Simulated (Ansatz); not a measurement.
Zincblende GaP (r2SCAN geometry), in Ansatz:

```
Ga P
1.0
     0.00000    2.72540    2.72540
     2.72540    0.00000    2.72540
     2.72540    2.72540    0.00000
Ga P
1 1
Direct
  0.00000 0.00000 0.00000
  0.25000 0.25000 0.25000
```

G0W0@PBE with 222 empty bands, a screening cutoff of 180 eV and a 6×6×6 mesh (PAW, contour deformation) gives 2.178 eV over the mesh points, from a PBE gap of 1.651 eV; it sums over 231 bands with 229 plane waves in the screening and a wave cutoff of 420 eV. No extrapolation in bands, cutoff or mesh was made for G0W0. The values are computed, spin-unpolarised, and not measurements.

Question: Estimate the gap with starting point HSE06.

Answer: 2.478 eV (+0.300 eV), from a Kohn-Sham gap of 2.290 eV.

Question: Estimate the gap with empty bands 91, screening cutoff 100 eV.

Answer: 2.083 eV (-0.095 eV), from a Kohn-Sham gap of 1.651 eV.

Question: Estimate the gap with potentials of the kind norm-conserving.

Answer: 2.172 eV (-0.006 eV), from a Kohn-Sham gap of 1.653 eV.

With a shallow d shell on the cation, G0W0 converges slowly in bands and cutoff, so these values are in doubt.
